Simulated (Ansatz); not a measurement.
Runs of Ansatz 0.2.0 on Sb. The structure is cubic, space group Pm-3m (No. 221). The conventional cell has a = 3.160 Å, b = 3.160 Å, c = 3.160 Å, α = 90.00°, β = 90.00°, γ = 90.00°. Sb (site symmetry m-3m) is surrounded by 6 Sb at 3.16 Å. This isn't the form of Sb at room conditions, which is rhombohedral.

```tsv
task	potentials or basis	cell	cutoff (eV)	basis error allowed	pressure (GPa)
band structure	all-electron LAPW, non-relativistic	as given	184	0.001 eV/atom	(a)
relaxation of cell and atoms	all-electron LAPW, scalar-relativistic	relaxed to 5 GPa	-	0.001 eV/atom	5.0
relaxation of cell and atoms	all-electron LAPW, scalar-relativistic	relaxed to 10 GPa	-	0.001 eV/atom	10.0
band structure	all-electron PAW datasets made for the crystal	as given	140	-	-4.7
relaxation of cell and atoms	all-electron LAPW, scalar-relativistic	relaxed to 20 GPa	-	0.001 eV/atom	20.0
```

Alike in all rows: level PBEsol; no spin polarisation; k mesh 8 × 8 × 8; smearing fermi-dirac 0.05 eV.

Question: Fill in the values left out.

Answer: (a) -4.3.

Caveats: relativity is left out, which matters for the heavier elements (some runs).

The runs don't all hold the same shells in valence.
